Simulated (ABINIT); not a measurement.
# How NaF (Villiaumite) absorbs and reflects light

Aim: the dielectric function of NaF (Villiaumite), and the optical constants that follow from it.

Calculated with ABINIT 10.8.3; DFT, PBE, plane waves with norm-conserving potentials (PseudoDojo 0.4.1), scalar-relativistic, independent-particle linear optical response without local fields.

## Step 1: Starting point

It takes space group Fm-3m (No. 225, cubic). Conventional cell: a = 4.640 Å, b = 4.640 Å, c = 4.640 Å, α = 90.00°, β = 90.00°, γ = 90.00°. Nearest to Na lie 6 F at 2.32 Å. Nearest to F lie 6 Na at 2.32 Å. Farther neighbours and most contacts between anions are not listed.

## Step 2: Ground state, bands and velocity matrix elements

The self-consistent density comes first; it also tells whether there is a gap, which decides the occupations and the need for a Drude term.

This step: DFT, PBE, plane waves with norm-conserving potentials (PseudoDojo 0.4.1), scalar-relativistic, ground state, bands at fixed density and velocity matrix elements (ABINIT 10.8.3).

run.abi reads:

```
# ground state, bands on a dense mesh, and the derivatives d/dk of the wave functions
ndtset 3

ngkpt1 8 8 8
shiftk1 0.0 0.0 0.0
tolvrs1 1.0d-12
nband1 12
prtden1 1

iscf2 -2
getden2 1
ngkpt2 12 12 12
shiftk2 0.0 0.0 0.0
kptopt2 1
nband2 22
nbdbuf2 4
tolwfr2 1.0d-14

optdriver3 8
wfk_task3 "wfk_ddk"
prtevk3 1
getwfk3 2
getden3 1
iscf3 -2
ngkpt3 12 12 12
shiftk3 0.0 0.0 0.0
kptopt3 1
nband3 22

nshiftk 1
occopt 3
tsmear 0.001837
ecut 45.0
nstep 80
iomode 3
chksymbreak 0
chkprim 0
chksymtnons 0
acell 3*1.0 Angstrom
rprim
  0.000000000000 2.320000000000 2.320000000000
  2.320000000000 0.000000000000 2.320000000000
  2.320000000000 2.320000000000 0.000000000000
natom 2
ntypat 2
znucl 11 9
typat 1 2
xred
  0.000000000000 0.000000000000 0.000000000000
  0.500000000000 0.500000000000 0.500000000000
pseudos "Na.upf, F.upf"
```

The run is started by

```sh
$ mpirun -n 4 abinit run.abi
```

Numbers of over 12 decimals in the logs are rounded to 6 here.

What it wrote:

```text
DATASET    1 : space group Fm -3 m (#225); Bravais cF (face-center cubic)
 DATASET    2 : space group Fm -3 m (#225); Bravais cF (face-center cubic)
 DATASET    3 : space group Fm -3 m (#225); Bravais cF (face-center cubic)
            ngfft          40      40      40
                         0.04688    0.04688    0.04688    0.04688    0.04688    0.02344
                         0.01172    0.04688    0.04688    0.04688    0.02344    0.01172
                         0.04688    0.02344    0.00586    0.04688    0.09375    0.04688
                         0.04688    0.09375    0.04688    0.02344    0.01172
                         0.00231    0.00347    0.01389    0.01389    0.01389    0.01389
                         0.01389    0.01389    0.01389    0.01389    0.01389    0.00694
                         0.00347    0.01389    0.01389    0.01389    0.01389    0.01389
                         0.01389    0.01389    0.00694    0.00347    0.01389    0.01389
                         0.01389    0.01389    0.01389    0.00694    0.00347    0.01389
                         0.01389    0.01389    0.00694    0.00347    0.01389    0.00694
                         0.00174    0.01389    0.02778    0.02778    0.02778    0.01389
                         0.00231    0.00347    0.01389    0.01389    0.01389    0.01389
                         0.01389    0.01389    0.01389    0.01389    0.01389    0.00694
                         0.00347    0.01389    0.01389    0.01389    0.01389    0.01389
                         0.01389    0.01389    0.00694    0.00347    0.01389    0.01389
                         0.01389    0.01389    0.01389    0.00694    0.00347    0.01389
                         0.01389    0.01389    0.00694    0.00347    0.01389    0.00694
[...]
== DATASET  1 ==================================================================
 Real(R)+Recip(G) space primitive vectors, cartesian coordinates (Bohr,Bohr^-1):
 R(1)=  0.0000000  4.3841646  4.3841646  G(1)= -0.1140468  0.1140468  0.1140468
 R(2)=  4.3841646  0.0000000  4.3841646  G(2)=  0.1140468 -0.1140468  0.1140468
 R(3)=  4.3841646  4.3841646  0.0000000  G(3)=  0.1140468  0.1140468 -0.1140468
 Unit cell volume ucvol=  1.6853517E+02 bohr^3
 Angles (23,13,12)=  6.00000000E+01  6.00000000E+01  6.00000000E+01 degrees
 getcut: wavevector=  0.0000  0.0000  0.0000  ngfft=  40  40  40
     iter   Etot(hartree)      deltaE(h)  residm     vres2
 ETOT  1  -70.402061101425    -7.040E+01 1.006E-01 3.855E+02
 ETOT  2  -70.417900135884    -1.584E-02 1.700E-03 3.122E+02
 ETOT  3  -70.481270545337    -6.337E-02 2.773E-03 1.380E+01
 ETOT  4  -70.483399441754    -2.129E-03 1.044E-03 4.489E-02
 ETOT  5  -70.483402379336    -2.938E-06 3.908E-04 9.709E-03
 ETOT  6  -70.483404302897    -1.924E-06 1.739E-04 7.425E-04
 ETOT  7  -70.483404392841    -8.994E-08 6.015E-05 2.851E-05
 ETOT  8  -70.483404394776    -1.935E-09 1.201E-04 7.902E-08
 ETOT  9  -70.483404394780    -4.576E-12 3.187E-05 9.996E-10
 ETOT 10  -70.483404394782    -2.089E-12 1.007E-04 4.499E-11
 ETOT 11  -70.483404394781     1.322E-12 2.562E-05 2.607E-13
 At SCF step   11       vres2   =  2.61E-13 < tolvrs=  1.00E-12 =>converged.
 Cartesian components of stress tensor (hartree/bohr^3)
  sigma(1 1)= -6.31773692E-05  sigma(3 2)=  0.00000000E+00
  sigma(2 2)= -6.31773692E-05  sigma(3 1)=  0.00000000E+00
  sigma(3 3)= -6.31773692E-05  sigma(2 1)=  0.00000000E+00
 Mean square residual over all n,k,spin=   88.764E-09; max=  25.624E-06
 Fermi (or HOMO) energy (hartree) =   0.11255   Average Vxc (hartree)=  -0.33405
 Eigenvalues (hartree) for nkpt=  29  k points:
 kpt#   1, nband= 12, wtk=  0.00195, kpt=  0.0000  0.0000  0.0000 (reduced coord)
  -1.78189   -0.75283   -0.74874   -0.74874   -0.74874   -0.05126   -0.05126   -0.05126
   0.18094    0.64921    0.64921    0.64921
   2.00000    2.00000    2.00000    2.00000    2.00000    2.00000    2.00000    2.00000
   0.00000    0.00000    0.00000    0.00000
kinetic             :  4.41439020096299E+01
hartree             :  2.27510648398729E+01
xc                  : -1.24966100743768E+01
Ewald energy        : -4.18174542933785E+01
psp_core            :  1.35160864707716E+00
local_psp           : -6.69665510143023E+01
non_local_psp       : -1.74493645093034E+01
internal            : -7.04834043947810E+01
'-kT*entropy'       :  1.25295289562740E-15
total_energy        : -7.04834043947810E+01
total_energy_eV     : -1.91795114091806E+03
 Cartesian components of stress tensor (hartree/bohr^3)
  sigma(1 1)= -6.31773692E-05  sigma(3 2)=  0.00000000E+00
  sigma(2 2)= -6.31773692E-05  sigma(3 1)=  0.00000000E+00
  sigma(3 3)= -6.31773692E-05  sigma(2 1)=  0.00000000E+00
-Cartesian components of stress tensor (GPa)         [Pressure=  1.8587E+00 GPa]
== DATASET  2 ==================================================================
 Real(R)+Recip(G) space primitive vectors, cartesian coordinates (Bohr,Bohr^-1):
 R(1)=  0.0000000  4.3841646  4.3841646  G(1)= -0.1140468  0.1140468  0.1140468
 R(2)=  4.3841646  0.0000000  4.3841646  G(2)=  0.1140468 -0.1140468  0.1140468
 R(3)=  4.3841646  4.3841646  0.0000000  G(3)=  0.1140468  0.1140468 -0.1140468
 Unit cell volume ucvol=  1.6853517E+02 bohr^3
 Angles (23,13,12)=  6.00000000E+01  6.00000000E+01  6.00000000E+01 degrees
 getcut: wavevector=  0.0000  0.0000  0.0000  ngfft=  40  40  40
 Mean square residual over all n,k,spin=   35.540E-16; max=  99.970E-16
 Eigenvalues (hartree) for nkpt=  72  k points:
 kpt#   1, nband= 22, wtk=  0.00058, kpt=  0.0000  0.0000  0.0000 (reduced coord)
  -1.78189   -0.75283   -0.74874   -0.74874   -0.74874   -0.05126   -0.05126   -0.05126
   0.18094    0.64921    0.64921    0.64921    0.75187    0.83555    0.83555    0.92937
[...]
== DATASET  3 ==================================================================
            ngfft          40      40      40
[...]
0.04688    0.09375    0.04688    0.02344    0.01172
[...]
0.00174    0.01389    0.02778    0.02778    0.02778    0.01389
                         0.00231    0.00347    0.01389    0.01389    0.01389    0.01389
                         0.01389    0.01389    0.01389    0.01389    0.01389    0.00694
                         0.00347    0.01389    0.01389    0.01389    0.01389    0.01389
                         0.01389    0.01389    0.00694    0.00347    0.01389    0.01389
                         0.01389    0.01389    0.01389    0.00694    0.00347    0.01389
                         0.01389    0.01389    0.00694    0.00347    0.01389    0.00694
                         0.00174    0.01389    0.02778    0.02778    0.02778    0.01389
[shortened to cell, iterations, levels, energies and stress; the echo of variables, forces, comments, warnings and credits are left out]
```

It took 23 s on 4 MPI ranks of Arm Neoverse V2, shared host; peak memory 0.1 GiB.

Read-outs, printed or worked out from the files:

```
total energy           : -70.48 Ha
gap on the k-mesh      : 6.319 eV
direct gap on the mesh : 6.319 eV
```

There is a gap, 6.32 eV on this mesh (points off the mesh can give less), so no carriers' term is needed.

## Step 3: Optical response

With the density converged, the vertical transitions are summed over the zone.

This step: DFT, PBE, plane waves with norm-conserving potentials (PseudoDojo 0.4.1), scalar-relativistic, independent-particle linear optical response without local fields (ABINIT 10.8.3).

optic.abi reads:

```
&FILES
 ddkfile_1 = 'runo_DS3_1_EVK.nc',
 ddkfile_2 = 'runo_DS3_2_EVK.nc',
 ddkfile_3 = 'runo_DS3_3_EVK.nc',
 wfkfile = 'runo_DS2_WFK.nc'
/
&PARAMETERS
 broadening = 0.001470,
 domega = 0.0014700,
 maxomega = 0.58799,
 scissor = 0.0,
 tolerance = 0.002,
 nband_sum = 18
/
&COMPUTATIONS
 num_lin_comp = 1,
 lin_comp = 11,
 num_nonlin_comp = 0,
 num_linel_comp = 0,
 num_nonlin2_comp = 0
/
```

The run is started by

```sh
$ optic optic.abi
```

What it wrote:

```text

 OPTIC has originally been developed by
 S. Sharma, J. K. Dewhurst and C. Ambrosch-Draxl, Phys. Rev. B 67, 165332 (2003), and
 S. Sharma and C. Ambrosch-Draxl, Physica Scripta T 109 (2004).

 rprimd(bohr)      =   0.00000   4.38416   4.38416
                       4.38416   0.00000   4.38416
                       4.38416   4.38416   0.00000
 natom             =       2
 nkpt,mband        =      72      22
 ecut              =  45.00000 Ha
 newocc: new Fermi energy is       0.082136 , with nelect=     16.000000, Number of bisection calls: 4
 Fermi level: 2.2350  (eV)

 fermie            =   0.08214 Ha   2.23504 eV
 Scissor shift     =   0.00000 Ha
 Tolerance on closeness to singularities     =   0.00200 Ha
 Smearing factor      =   0.00147 Ha
 Will use the antiresonant approximation (meaning that the antiresonant terms are neglected)
 Will not perform the bands decomposition
 linear coeffs to be calculated :
 11
 non-linear coeffs to be calculated :

 electronic part of electro-optic coeffs to be calculated :

 non-linear coeffs (V2) to be calculated :

 linear optic matrix elements will be printed :0
 optic : Call pmat2cart
 No scissor shift to be applied. Returning to main optic routine.
 optic : Call linopt
  linopt            1           1
 calculated the component:           1           1   of dielectric function
  with broadening:         (0.000000,1.46999999999999995E-003)
 and scissors shift:   0.000000
 energy window:   82.893509      eV   3.046280      Ha
 optic : Call nlinopt
 optic : Call linelop
 optic : Call nonlinopt

================================================================================

 Calculation completed.
-
program: optic
version: 10.8.3
start_datetime:
end_datetime:
overall_cpu_time:           0.1
overall_wall_time:           0.1
mpi_procs: 1
omp_threads: 1
...
```

Run time: 0.59 s. Hardware: 1 thread; peak memory 0.05 GiB.

Numbers from this step:

```
electronic dielectric constant ε∞, mean over x, y and z (by symmetry where fewer were run) : 1.794
```

The Im ε, E ∥ x has structure finer than the step of the table below, so its rows give means over 0.5 eV, whole bins alone (the curve runs from 0.0400 to 15.9 eV). Peaks (eV: height): 7.24: 1.62, 8.88: 1.63, 10.92: 1.80, 11.76: 1.70, 13.80: 2.53, 13.96: 3.06, 14.32: 1.68.

Sum at mesh points, not converged in k; values under the direct gap are tails of Lorentzian lines. The Im ε, E ∥ x by photon energy; means over each step:

| photon energy (eV) | Im ε, E ∥ x |
| --- | --- |
| 0.5 | 2.1e-4 |
| 1.0 | 4.3e-4 |
| 1.5 | 6.7e-4 |
| 2.0 | 9.3e-4 |
| 2.5 | 0.00124 |
| 3.0 | 0.00160 |
| 3.5 | 0.00205 |
| 4.0 | 0.00265 |
| 4.5 | 0.00350 |
| 5.0 | 0.00487 |
| 5.5 | 0.00755 |
| 6.0 | 0.0190 |
| 6.5 | 0.294 |
| 7.0 | 0.460 |
| 7.5 | 0.502 |
| 8.0 | 0.761 |
| 8.5 | 0.546 |
| 9.0 | 0.945 |
| 9.5 | 0.578 |
| 10.0 | 0.997 |
| 10.5 | 0.764 |
| 11.0 | 1.22 |
| 11.5 | 0.955 |
| 12.0 | 0.826 |
| 12.5 | 0.738 |
| 13.0 | 0.651 |
| 13.5 | 1.11 |
| 14.0 | 2.13 |
| 14.5 | 1.24 |
| 15.0 | 0.960 |
| 15.5 | 0.772 |

The reflectivity at normal incidence, E ∥ x has structure finer than the step of the table below, so its rows give means over 0.5 eV, whole bins alone (the curve runs from 0.0400 to 15.9 eV). Peaks (eV: height): 7.24: 9.19, 8.80: 9.54, 10.92: 9.39, 13.76: 13.4, 13.96: 19.6, 14.36: 12.1, 14.80: 10.7.

Sum at mesh points, not converged in k. The reflectivity at normal incidence, E ∥ x by photon energy; means over each step:

| photon energy (eV) | reflectivity at normal incidence, E ∥ x (%) |
| --- | --- |
| 0.5 | 2.11 |
| 1.0 | 2.13 |
| 1.5 | 2.15 |
| 2.0 | 2.19 |
| 2.5 | 2.25 |
| 3.0 | 2.32 |
| 3.5 | 2.41 |
| 4.0 | 2.53 |
| 4.5 | 2.68 |
| 5.0 | 2.90 |
| 5.5 | 3.21 |
| 6.0 | 3.80 |
| 6.5 | 4.90 |
| 7.0 | 5.27 |
| 7.5 | 4.35 |
| 8.0 | 4.80 |
| 8.5 | 4.38 |
| 9.0 | 5.38 |
| 9.5 | 3.92 |
| 10.0 | 5.17 |
| 10.5 | 4.28 |
| 11.0 | 6.18 |
| 11.5 | 4.51 |
| 12.0 | 4.05 |
| 12.5 | 3.21 |
| 13.0 | 3.48 |
| 13.5 | 6.77 |
| 14.0 | 12.8 |
| 14.5 | 7.90 |
| 15.0 | 5.27 |
| 15.5 | 3.60 |

The loss function −Im 1/ε at q → 0, E ∥ x has structure finer than the step of the table below, so its rows give means over 0.5 eV, whole bins alone (the curve runs from 0.0400 to 15.9 eV). Peaks (eV: height): 11.20: 0.476, 11.80: 0.594, 14.16: 0.566, 14.60: 0.764, 14.84: 0.938, 15.32: 0.841, 15.88: 0.600.

Sum at mesh points, not converged in k; values under the direct gap are tails of Lorentzian lines. Table of loss function −Im 1/ε at q → 0, E ∥ x by energy loss; means over each step:

| energy loss (eV) | loss function −Im 1/ε at q → 0, E ∥ x |
| --- | --- |
| 0.5 | 6.6e-5 |
| 1.0 | 1.3e-4 |
| 1.5 | 2.1e-4 |
| 2.0 | 2.8e-4 |
| 2.5 | 3.7e-4 |
| 3.0 | 4.7e-4 |
| 3.5 | 5.9e-4 |
| 4.0 | 7.3e-4 |
| 4.5 | 9.3e-4 |
| 5.0 | 0.00123 |
| 5.5 | 0.00177 |
| 6.0 | 0.00382 |
| 6.5 | 0.0509 |
| 7.0 | 0.0716 |
| 7.5 | 0.109 |
| 8.0 | 0.156 |
| 8.5 | 0.118 |
| 9.0 | 0.201 |
| 9.5 | 0.140 |
| 10.0 | 0.223 |
| 10.5 | 0.176 |
| 11.0 | 0.280 |
| 11.5 | 0.257 |
| 12.0 | 0.306 |
| 12.5 | 0.245 |
| 13.0 | 0.173 |
| 13.5 | 0.159 |
| 14.0 | 0.373 |
| 14.5 | 0.570 |
| 15.0 | 0.542 |
| 15.5 | 0.499 |

From ε follow the optical constants at some laser and lamp lines:

| wavelength (nm) | n | k | R (%) | 1/α |
| --- | --- | --- | --- | --- |
| 1550 | 1.34 | 0.000 | 2.1 | 960 µm |
| 1064 | 1.34 | 0.000 | 2.1 | 445 µm |
| 800 | 1.34 | 0.000 | 2.2 | 246 µm |
| 532 | 1.35 | 0.000 | 2.2 | 102 µm |
| 365 | 1.37 | 0.001 | 2.4 | 41 µm |
| 248 | 1.41 | 0.002 | 2.9 | 12 µm |
| 193 | 1.56 | 0.025 | 4.8 | 602 nm |

Below the direct gap, k and the depth come from the tails of the Lorentzian lines, not from transitions.

Rows near the edge hang on the gap, which this functional as a rule makes too small, and phonon-assisted absorption is left out.

## Step 4: Summary of results

```json
{
  "electronic dielectric constant ε∞, mean over x, y and z (by symmetry where fewer were run) (independent particles)": "1.79"
}
```

What this shows: At this level (PBE, independent particles) NaF has ε∞ = 1.79 and n = 1.34 at 1550 nm. On the mesh the gap is 6.32 eV and the least direct gap 6.32 eV. Excitons and phonon-assisted transitions are missing, and so are local fields; PBE gaps are as a rule too small, which pulls the onset down and ε∞ up. The sum runs over mesh points 0.20 Å⁻¹ apart with no interpolation, so peaks are partly noise of the mesh and static values carry its error.

[Logs are printed without paths, hosts, clocks, repeated set-up lines and the standing remarks that a program may print on its own settings, such as how far it seeks lower states.]

[Hosts, paths, dates, database ids (printed as entryN), source tags and the programs' standing remarks are cut or masked in the printed files.]
